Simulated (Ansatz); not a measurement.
# Ti (P6_3/mmc) in Ansatz: notebook

One crystal, Ti, is run at these levels: PBEsol; tasks: relaxation of cell and atoms.

Program: Ansatz 0.2.0. These are calculated values, not measurements. Logs are shortened: lines on timing, memory, paths and dates and some standing lists are left out, and cuts for length are marked.

### Step 1. The structure

It takes space group P6_3/mmc (No. 194, hexagonal). The conventional cell has a = 2.950 Å, b = 2.950 Å, c = 4.680 Å, α = 90.00°, β = 90.00°, γ = 120.00°. Around Ti (site symmetry -6m2) lie 12 Ti at 2.89 to 2.95 Å.

### Step 2. Relaxation of cell and atoms, PBEsol, target pressure 10 GPa, at which the enthalpy is minimised

input.yaml

```yaml
crystal:
  lattice:
    - [2.95, 0.0, 0.0]
    - [-1.475, 2.5547749412, 0.0]
    - [0.0, 0.0, 4.68]
  atoms:
    - { symbol: Ti, position: [0.6666666667, 0.3333333333, 0.75] }
    - { symbol: Ti, position: [0.3333333333, 0.6666666667, 0.25] }
hamiltonian:
  xc: pbesol
  pseudopotentials: { kind: paw }
kpoints:
  mp_grid: { grid: [10, 10, 6] }
scf:
  occupations: { method: fermi_dirac, width: 0.05 }
output:
  forces: true
  stress: true
  eigenvalues: true
  write_density: true
  write_potential: true
  elf: true
  volumetric_format: npy
relax:
  f_tol: 0.01
  max_steps: 40
  cell: { stress_tol: 0.05, p_target: 10.0 }
```

Potentials or basis: Ansatz PAW.

Command:

```sh
$ ansatz run input.yaml --threads 2 --pin off --max-ram 5632MiB --backend cpu --events-out ev --progress --plain --runs-dir out
```

Output:

```text
Warning: RAYON_NUM_THREADS=2 ignored (pool sized by the plan → 2); use --threads N
Engine: ansatz 0.2.0, aarch64-unknown-linux-gnu
Pseudopotentials: kind: paw
Pseudopotential: Ti, paw, valence charge 12, recommended cutoff 420 eV (normal), Ti.paw.azcp
Functional definition: PBEsol
  exchange = pbesol_x
  correlation = pbesol_c
Crystal: 2 atoms, lattice volume = 35.271 Å³
Basis set: ecut = 420 eV, 687 PW (Γ), exchange–correlation on 40×40×64 points (8 copies of the dense FFT grid, shifted against one another)
Bands: 16, of which v1, the nominal top of the filled ones, is band 12 counted from 1 (11 counted from 0)
Symmetry: 24 space group operations
Space group: P63/mmc (ITA 194), of the structure as read, at distance tolerance 3.3e-5 Å
k-points: 56 of 600
Non-local potential: Ti, projectors of the file, l = 0: 3, l = 1: 2, l = 2: 3, l = 3: 1
PAW form: soft (Blöchl's): semilocal exchange-correlation on the pseudo side does not see the compensation charge
PAW frozen core: Ti, regenerated for the run's functional, and the local potential with it (the file was generated under x = pbe(κ = 0.804, μ = 0.2195149727645171), c = pbe(β = 0.06672455060314922))
PAW one-centre angular grid: Ti, 590 points (default); XC on 64 Gauss nodes
Initial density: superposition of atomic densities (neutral atoms: chi_scale 0, normalization atom), corrected by the library's trained network
Initial wavefunctions: pseudopotential atomic-orbital guess
Functional: x = pbesol(κ = 0.804, μ = 0.12345679012345678), c = pbesol(β = 0.046)
SCF iter   1: F=—  HF=-4947.771867 eV  |F-HF|=—  |Δ(HF+E_count)|=         —  Δρ=8.30e-3  dr2=1.87e-2  ethr=1.77e-3  ⟨swp⟩=4.1  Hψ=3664  notcnv=0
preconditioner: auto → none  [metal: Δε(μ)=0.011 eV  Ē_g=2.822 eV  σ=0.050 eV  W_gap=0.06  n_scr=8 (ndim 8)  ℏωp=17.7 eV  f_vac=0.000  D(μ)=2.35/eV (n_scr^D=22)  sad-step TF]
SCF iter   2: F=—  HF=-4947.766575 eV  |F-HF|=—  |Δ(HF+E_count)|=   5.29e-3  Δρ=3.65e-3  dr2=3.77e-3  ethr=7.78e-5  ⟨swp⟩=2.2  Hψ=1608  notcnv=0
SCF iter   3: F=—  HF=-4947.765558 eV  |F-HF|=—  |Δ(HF+E_count)|=   1.02e-3  Δρ=3.25e-4  dr2=1.17e-5  ethr=1.57e-5  ⟨swp⟩=2.9  Hψ=1719  notcnv=0
SCF iter   4: F=—  HF=-4947.765553 eV  |F-HF|=—  |Δ(HF+E_count)|=   5.02e-6  Δρ=3.90e-5  dr2=1.56e-7  ethr=4.86e-8  ⟨swp⟩=2.0  Hψ=1500  notcnv=0
iter 5 did not close the SCF: its close was put off for the readings that it lacked (scf_convergence_deferred on its scf_iter line)
SCF iter   5: F=-4947.765553 eV  HF=-4947.765553 eV  |F-HF|=1.89e-8  |Δ(HF+E_count)|=   2.54e-7  Δρ=9.05e-6  dr2=2.28e-8  ethr=6.52e-10  ⟨swp⟩=2.3  Hψ=1554  notcnv=0
SCF iter   6: F=-4947.765553 eV  HF=-4947.765553 eV  |F-HF|=1.11e-10  |Δ(HF+E_count)|=   8.04e-9  Δρ=1.08e-6  dr2=2.00e-10  ethr=9.51e-11  ⟨swp⟩=3.6  Hψ=4342  notcnv=0
SCF 1 converged in 6 iterations: F = -4947.765553 eV  dr2 = 2.00e-10
relax step   1: F+E_penalty+E_count = -4947.76555335 eV  Δ(F+E_penalty+E_count) = +0.000e0 eV  max|allowed force component| = 5.291e-17 eV/Å  Δτ_max = 0.0000 Å  P = -5.705 GPa  Ω = 35.271 Å³  (6 SCF iters, dr2 threshold 1.00e-7 eV, accepted)
Crystal: 2 atoms, lattice volume = 30.375 Å³
Basis set: ecut = 420 eV, 603 PW (Γ), exchange–correlation on 40×40×64 points (8 copies of the dense FFT grid, shifted against one another)
Initial density: handed on by an earlier stage of this run
Initial wavefunctions: those handed on with the density
iter 1 solved again at ethr=2.92e-5 eV; its pass at ethr=3.10e-3 eV (dr2=7.02e-3 eV) is discarded
SCF iter   1: F=—  HF=-4947.677824 eV  |F-HF|=—  |Δ(HF+E_count)|=         —  Δρ=5.14e-3  dr2=7.26e-3  ethr=2.92e-5  ⟨swp⟩=1.0  Hψ=6028  notcnv=0
preconditioner: auto → none  [metal: Δε(μ)=0.111 eV  Ē_g=3.199 eV  σ=0.050 eV  W_gap=0.42  n_scr=8 (ndim 8)  ℏωp=19.1 eV  f_vac=0.000  D(μ)=2.08/eV (n_scr^D=22)]
SCF iter   2: F=—  HF=-4947.678205 eV  |F-HF|=—  |Δ(HF+E_count)|=   3.80e-4  Δρ=1.80e-3  dr2=4.04e-4  ethr=2.92e-5  ⟨swp⟩=2.1  Hψ=1373  notcnv=0
SCF iter   3: F=—  HF=-4947.679088 eV  |F-HF|=—  |Δ(HF+E_count)|=   8.83e-4  Δρ=4.48e-4  dr2=2.20e-5  ethr=1.68e-6  ⟨swp⟩=2.1  Hψ=1350  notcnv=0
SCF iter   4: F=—  HF=-4947.679167 eV  |F-HF|=—  |Δ(HF+E_count)|=   7.91e-5  Δρ=5.60e-5  dr2=8.19e-7  ethr=9.16e-8  ⟨swp⟩=2.9  Hψ=1661  notcnv=0
iter 5 did not close the SCF: its close was put off for the readings that it lacked (scf_convergence_deferred on its scf_iter line)
SCF iter   5: F=-4947.679166 eV  HF=-4947.679167 eV  |F-HF|=1.00e-8  |Δ(HF+E_count)|=   1.48e-7  Δρ=8.47e-6  dr2=1.31e-8  ethr=3.41e-9  ⟨swp⟩=1.9  Hψ=1079  notcnv=0
SCF iter   6: F=-4947.679166 eV  HF=-4947.679166 eV  |F-HF|=2.36e-11  |Δ(HF+E_count)|=   5.71e-9  Δρ=6.62e-7  dr2=3.01e-11  ethr=5.44e-11  ⟨swp⟩=3.7  Hψ=4210  notcnv=0
SCF 2 converged in 6 iterations: F = -4947.679166 eV  dr2 = 3.01e-11
relax step   2: F+E_penalty+E_count = -4947.67916650 eV  Δ(F+E_penalty+E_count) = +8.639e-2 eV  max|allowed force component| = 2.961e-16 eV/Å  Δτ_max = 0.0000 Å  P = +13.435 GPa  Ω = 30.375 Å³  energy of the carried Pulay correction = +3.000e-4 eV  (6 SCF iters, dr2 threshold 2.00e-7 eV, accepted)
Crystal: 2 atoms, lattice volume = 31.151 Å³
[... 64 lines left out ...]
iter 5 did not close the SCF: its close was put off for the readings that it lacked (scf_convergence_deferred on its scf_iter line)
SCF iter   5: F=-4947.728651 eV  HF=-4947.728651 eV  |F-HF|=0.00e0  |Δ(HF+E_count)|=  2.73e-12  Δρ=2.90e-8  dr2=1.40e-13  ethr=1.00e-12  ⟨swp⟩=1.0  Hψ=896  notcnv=0
SCF iter   6: F=-4947.728651 eV  HF=-4947.728651 eV  |F-HF|=0.00e0  |Δ(HF+E_count)|=    0.00e0  Δρ=4.10e-9  dr2=3.83e-15  ethr=1.00e-12  ⟨swp⟩=2.1  Hψ=2694  notcnv=0
SCF 7 converged in 6 iterations: F = -4947.728651 eV  dr2 = 3.83e-15
relax step   7: F+E_penalty+E_count = -4947.72865082 eV  Δ(F+E_penalty+E_count) = -5.212e-4 eV  max|allowed force component| = 3.423e-16 eV/Å  Δτ_max = 0.0000 Å  P = +9.999 GPa  Ω = 31.056 Å³  energy of the carried Pulay correction = -6.580e-7 eV  (6 SCF iters, accepted)
iter 1 solved again at ethr=1.01e-9 eV; its pass at ethr=3.10e-3 eV (dr2=2.41e-7 eV) is discarded
SCF iter   1: F=—  HF=-4947.728675 eV  |F-HF|=—  |Δ(HF+E_count)|=         —  Δρ=9.29e-7  dr2=1.09e-10  ethr=1.01e-9  ⟨swp⟩=3.0  Hψ=6351  notcnv=0
SCF iter   2: F=—  HF=-4947.728650 eV  |F-HF|=—  |Δ(HF+E_count)|=   2.47e-5  Δρ=5.98e-7  dr2=5.21e-11  ethr=1.00e-12  ⟨swp⟩=2.0  Hψ=1600  notcnv=0
iter 3 did not close the SCF: its close was put off for the readings that it lacked (scf_convergence_deferred on its scf_iter line)
SCF iter   3: F=-4947.728650 eV  HF=-4947.728650 eV  |F-HF|=8.19e-12  |Δ(HF+E_count)|=  1.27e-11  Δρ=3.57e-7  dr2=1.70e-11  ethr=1.00e-12  ⟨swp⟩=1.0  Hψ=896  notcnv=0
iter 4 did not close the SCF: its close was put off for the readings that it lacked (scf_convergence_deferred on its scf_iter line)
SCF iter   4: F=-4947.728650 eV  HF=-4947.728650 eV  |F-HF|=0.00e0  |Δ(HF+E_count)|=  7.28e-12  Δρ=1.30e-7  dr2=2.03e-12  ethr=1.00e-12  ⟨swp⟩=1.0  Hψ=896  notcnv=0
iter 5 did not close the SCF: its close was put off for the readings that it lacked (scf_convergence_deferred on its scf_iter line)
SCF iter   5: F=-4947.728650 eV  HF=-4947.728650 eV  |F-HF|=1.82e-12  |Δ(HF+E_count)|=  1.82e-12  Δρ=5.23e-8  dr2=3.52e-13  ethr=1.00e-12  ⟨swp⟩=1.0  Hψ=896  notcnv=0
iter 6 did not close the SCF: its close was put off for the readings that it lacked (scf_convergence_deferred on its scf_iter line)
SCF iter   6: F=-4947.728650 eV  HF=-4947.728650 eV  |F-HF|=9.09e-13  |Δ(HF+E_count)|=    0.00e0  Δρ=2.87e-8  dr2=1.06e-13  ethr=1.00e-12  ⟨swp⟩=1.0  Hψ=896  notcnv=0
SCF iter   7: F=-4947.728650 eV  HF=-4947.728650 eV  |F-HF|=0.00e0  |Δ(HF+E_count)|=  1.82e-12  Δρ=1.87e-8  dr2=4.51e-14  ethr=1.00e-12  ⟨swp⟩=2.0  Hψ=2613  notcnv=0
SCF 8 converged in 7 iterations: F = -4947.728650 eV  dr2 = 4.51e-14
relax step   8: F+E_penalty+E_count = -4947.72865033 eV  Δ(F+E_penalty+E_count) = +4.879e-7 eV  max|allowed force component| = 3.608e-16 eV/Å  Δτ_max = 0.0000 Å  P = +9.999 GPa  Ω = 31.056 Å³  stress off target by 1.03e-3 GPa  SCF on the basis re-selected at this cell (its energy is not comparable with the rows above)  (7 SCF iters)
basis re-selected at this cell: Δ(F+E_penalty+E_count) = +4.879e-7 eV, ΔP = +0.000 GPa vs the last step (what re-selecting the basis moved, of the pressure what is left beyond the Pulay correction that the steps carried, after the strain that the cell walked since its last selection, with what the two solves' SCF thresholds leave and, on support functions, any second-order correction that the steps lacked; it is no measure of the basis error at this ecutwfc). This SCF's stress stands 1.03e-3 GPa from its target on what of the cell is left free (relax.cell.stress_tol is 5.00e-2 GPa) and its largest allowed force component is 3.61e-16 eV/Å (relax.f_tol is 1.00e-2 eV/Å): within both
SCF converged after 7 iterations
Free energy (F): -4947.728650 eV
Harris-Foulkes:  -4947.728650 eV  (|F-HF|=0.00e0)
Internal energy: -4947.711408 eV  (E = F + TS)
E sigma→0 (E₀):  -4947.720029 eV
Entropy (-TS):   -0.017242 eV (-8.621 meV/atom)
Fermi energy:    15.099735 eV
--- Per-component energies (eV) ---
  E_band       = -268.491164
  E_kinetic    = 550.527402
  E_local      = -1502.820073  (includes V_loc(G=0)·N_el)
  E_nonlocal   = 19.286541
  E_hartree    = 626.272555
  E_xc         = -195.292473
  E_vxc        = -245.537677  (∫ρ·V_xc dr)
  E_paw        = -2045.876222  (= ΣΔE_a)
  E_vpaw       = -342.492740  (= ΣTr[D̂ρ^β])
  E_aug_tail   = 0.000273  (compensation charges beyond the density's cutoff)
  E_ewald      = -2400.088180
  E_core_change = 0.278769  (= ΣΔE_core)
  E_smearing   = -0.017242  (= −TS)
  E_closure    = 0.000000  (closes the sum)
  Σ components = -4947.728650   (vs F -4947.728650, Δ=0.00e0)
--- Forces (eV/Å), atoms counted from 1 ---
  atom   1  Ti     0.00000000    -0.00000000     0.00000000
  atom   2  Ti     0.00000000     0.00000000    -0.00000000
  max |Σ_I F_I| component: 2.22e-16 eV/Å
--- Stress (GPa, compression-positive) ---
        9.999732       0.000000       0.000000
       -0.000000       9.999732       0.000000
        0.000000       0.000000       9.998973
  P = ⅓ Tr σ = 9.9995 GPa (99.995 kbar)
--- Band table (eV; the first three rows and the last of 56) ---
  k-point 0: bands = ["-41.2941", "-41.0711", "-18.1628", "-17.2423", "-17.2423", "-17.1254", "-17.0972", "-17.0972", "8.6924", "12.1276", "15.9328", "15.9328", "16.1061", "16.2558", "16.5321", "16.5321"]
  k-point 1: bands = ["-41.2794", "-41.0863", "-18.0965", "-17.2327", "-17.2327", "-17.1985", "-17.1070", "-17.1070", "8.9526", "12.0540", "15.8157", "15.8187", "15.8187", "15.9560", "16.3840", "16.3840"]
  k-point 2: bands = ["-41.2392", "-41.1277", "-17.9134", "-17.3953", "-17.2062", "-17.2062", "-17.1337", "-17.1337", "9.6814", "11.6289", "15.2144", "15.5803", "15.7273", "15.7273", "16.0770", "16.0770"]
  k-point 55: bands = ["-41.0553", "-41.0553", "-17.9111", "-17.9111", "-17.6114", "-17.6114", "-17.2688", "-17.2688", "13.3749", "13.3749", "14.1742", "14.1742", "14.9384", "14.9384", "16.9675", "16.9675"]
--- Relaxed structure (6 steps of the walk, 6 accepted, 2 SCFs on fresh bases) ---
  F+E_penalty+E_count = -4947.72865033 eV   max|allowed force component| = 3.608e-16 eV/Å   (the final SCF, on the basis selected at the relaxed cell)
  cell:  # Å, volume = 31.0558 Å³
    - [2.83171332842558, -2.296371882943736e-34, 0.0]
    - [-1.41585666421279, 2.45233567865154, -3.995336921243449e-18]
    - [0.0, -7.318913494105295e-18, 4.47211731446073]
  atoms:
    - { symbol: Ti, position: [0.6666666666666666, 0.3333333333333333, 0.7499999999999999] }
    - { symbol: Ti, position: [0.3333333333333333, 0.6666666666666666, 0.24999999999999997] }
```

It took 6.5 s on 2 threads of Arm Neoverse V2, shared host; peak memory 0.33 GiB.

What came out:

* Free energy: -4947.7287 eV
* Relaxed volume: 15.53 Å³/atom
* Relaxed cell: a = 2.832 Å, b = 2.832 Å, c = 4.472 Å, α = 90.00°, β = 90.00°, γ = 120.00°
* Space group after relaxing (to 0.05 Å): P6_3/mmc (No. 194)
* Energy change on relaxing (the enthalpy is what falls): +18.5 meV/atom
* Ionic steps: 8
* Pressure after relaxing: 10.0 GPa
* Band gap on the k mesh: none (metal or under the smearing width)

Step by step:
```csv
step,energy change (eV),largest force (eV/Å),volume (Å³)
1,0.0000,0.0000,35.27
2,0.0864,0.0000,30.37
3,0.0308,0.0000,31.15
4,0.0365,0.0000,31.06
5,0.0370,0.0000,31.05
6,0.0374,0.0000,31.05
7,0.0369,0.0000,31.06
8,0.0369,0.0000,31.06
```

Final structure:
```
CELL_PARAMETERS angstrom
2.83171 0.00000 0.00000
-1.41586 2.45234 0.00000
0.00000 0.00000 4.47212
ATOMIC_POSITIONS crystal
Ti 0.66667 0.33333 0.75000
Ti 0.33333 0.66667 0.25000
```

Levels at points of the mesh, in eV from the Fermi level:
```csv
k point,band 10,band 11,band 12,band 13,band 14,band 15
"(0.00, 0.00, 0.00)",-2.97,0.83,0.83,1.01,1.16,1.43
"(0.00, 0.00, -0.50)",-4.40,0.11,0.11,0.72,0.72,0.72
"(0.00, -0.50, 0.00)",-2.48,-2.16,-0.49,0.47,0.75,1.37
"(0.00, -0.50, -0.50)",-2.86,-0.95,-0.95,1.67,1.67,1.95
```

Caveat: the plane-wave basis is chosen anew once the cell has moved, so the energies of steps on either side of that aren't comparable; the PAW data sets come from PBE, with cores solved anew for the run's functional, which leaves a small shift of forces and pressure.

### Step 3. Relaxation of cell and atoms, PBEsol, target pressure 20 GPa, at which the enthalpy is minimised

Changes to input.yaml since step 2:

```diff
@@ -26,2 +26,2 @@
   max_steps: 40
-  cell: { stress_tol: 0.05, p_target: 10.0 }
+  cell: { stress_tol: 0.05, p_target: 20.0 }
```

Potentials or basis: Ansatz PAW.

Command:

```sh
$ ansatz run input.yaml --threads 2 --pin off --max-ram 5632MiB --backend cpu --events-out ev --progress --plain --runs-dir out
```

It took 5 s on 2 threads of Arm Neoverse V2, shared host; peak memory 0.33 GiB.

The run converged. Its results:

```yaml
Free_energy: -4947.5610 eV
Relaxed_volume: 14.62 Å³/atom
Relaxed_cell: a = 2.772 Å, b = 2.772 Å, c = 4.394 Å, α = 90.00°, β = 90.00°, γ = 120.00°
Space_group_after_relaxing_to_0.05_Å: P6_3/mmc (No. 194)
Energy_change_on_relaxing_the_enthalpy_is_what_falls: +102.3 meV/atom
Ionic_steps: 6
Pressure_after_relaxing: 20.0 GPa
Band_gap_on_the_k_mesh: none (metal or under the smearing width)
```

Step by step:
```
step  energy change (eV)  largest force (eV/Å)  volume (Å³)
   1              0.0000                0.0000        35.27
   2              0.0862                0.0000        30.38
   3              0.2355                0.0000        29.00
   4              0.2025                0.0000        29.25
   5              0.2038                0.0000        29.24
   6              0.2045                0.0000        29.24
```

Final structure:
```
Ti
1.0
     2.77204    0.00000    0.00000
    -1.38602    2.40066    0.00000
     0.00000    0.00000    4.39419
Ti
2
Direct
  0.66667 0.33333 0.75000
  0.33333 0.66667 0.25000
```

Levels at points of the mesh, in eV from the Fermi level:
```tsv
k point	band 9	band 10	band 11	band 12	band 13	band 14	band 15	band 16
(0.00, 0.00, 0.00)	-6.50	-3.14	0.86	0.86	1.01	1.36	1.50	1.50
(0.00, 0.00, -0.50)	-4.42	-4.42	0.09	0.09	0.74	0.74	0.74	0.74
(0.00, -0.50, 0.00)	-2.74	-2.56	-2.36	-0.36	0.49	0.80	1.46	4.17
(0.00, -0.50, -0.50)	-3.05	-3.05	-1.07	-1.07	1.90	1.90	2.08	2.08
```

Caveat: the volume moved by over 15 % at a fixed basis, so the end points are rough; the plane-wave basis is chosen anew once the cell has moved, so the energies of steps on either side of that aren't comparable; the PAW data sets come from PBE, with cores solved anew for the run's functional, which leaves a small shift of forces and pressure.

### Step 4. Relaxation of cell and atoms, PBEsol, target pressure 30 GPa, at which the enthalpy is minimised

Changes to input.yaml since step 3:

```diff
@@ -19,6 +19,2 @@
   eigenvalues: true
-  write_density: true
-  write_potential: true
-  elf: true
-  volumetric_format: npy
 relax:
@@ -26,2 +22,2 @@
   max_steps: 40
-  cell: { stress_tol: 0.05, p_target: 20.0 }
+  cell: { stress_tol: 0.05, p_target: 30.0 }
```

Command:

```sh
$ ansatz run input.yaml --threads 2 --pin off --max-ram 5632MiB --backend cpu --events-out ev --progress --plain --runs-dir out
```

It took 5.4 s on 2 threads of Arm Neoverse V2, shared host; peak memory 0.33 GiB.

It converged, with:

* Free energy: -4947.3361 eV
* Relaxed volume: 13.90 Å³/atom
* Relaxed cell: a = 2.721 Å, b = 2.721 Å, c = 4.333 Å, α = 90.00°, β = 90.00°, γ = 120.00°
* Space group after relaxing (to 0.05 Å): P6_3/mmc (No. 194)
* Energy change on relaxing (the enthalpy is what falls): +214.7 meV/atom
* Ionic steps: 7
* Pressure after relaxing: 30.0 GPa
* Band gap on the k mesh: none (metal or under the smearing width)

The path:
```
step  energy change (eV)  largest force (eV/Å)  volume (Å³)
   1              0.0000                0.0000        35.27
   2              0.0873                0.0000        30.36
   3              0.5630                0.0000        27.13
   4              0.4168                0.0000        27.85
   5              0.4277                0.0000        27.80
   6              0.4283                0.0000        27.79
   7              0.4295                0.0000        27.79
```

Final structure:
```yaml
crystal:
  lattice:
    - [2.72149, 0.00000, 0.00000]
    - [-1.36074, 2.35688, 0.00000]
    - [0.00000, 0.00000, 4.33297]
  atoms:
    - { symbol: Ti, position: [0.66667, 0.33333, 0.75000] }
    - { symbol: Ti, position: [0.33333, 0.66667, 0.25000] }
```

Levels at points of the mesh, in eV from the Fermi level:
| k point | band 8 | band 9 | band 10 | band 11 | band 12 | band 13 | band 14 | band 15 | band 16 |
| --- | --- | --- | --- | --- | --- | --- | --- | --- | --- |
| (0.00, 0.00, 0.00) | -31.84 | -6.55 | -3.28 | 0.87 | 0.87 | 1.01 | 1.54 | 1.56 | 1.56 |
| (0.00, 0.00, -0.50) | -31.94 | -4.42 | -4.42 | 0.06 | 0.06 | 0.76 | 0.76 | 0.76 | 0.76 |
| (0.00, -0.50, 0.00) | -31.98 | -2.94 | -2.62 | -2.53 | -0.22 | 0.50 | 0.83 | 1.52 | 4.44 |
| (0.00, -0.50, -0.50) | -32.16 | -3.21 | -3.21 | -1.17 | -1.17 | 2.12 | 2.12 | 2.20 | 2.20 |

Caveat: the volume moved by over 15 % at a fixed basis, so the end points are rough; the plane-wave basis is chosen anew once the cell has moved, so the energies of steps on either side of that aren't comparable; the PAW data sets come from PBE, with cores solved anew for the run's functional, which leaves a small shift of forces and pressure.

### Step 5. The runs side by side

```csv
cell,target pressure (GPa),gap on the mesh (eV),pressure (GPa)
relaxed to 10 GPa,10,none,10.0
relaxed to 20 GPa,20,none,20.0
relaxed to 30 GPa,30,none,30.0
```

Alike in all rows: task relaxation of cell and atoms; level PBEsol; potentials or basis Ansatz PAW; no spin polarisation; k mesh 10 × 10 × 6; cutoff (eV) 420; smearing fermi-dirac 0.05 eV.

Caveats: the plane-wave basis is chosen anew once the cell has moved, so the energies of steps on either side of that aren't comparable; the PAW data sets come from PBE, with cores solved anew for the run's functional, which leaves a small shift of forces and pressure; the volume moved by over 15 % at a fixed basis, so the end points are rough (some runs).

Total energies depend on the potentials used, so only differences within one code and one set of settings carry meaning.
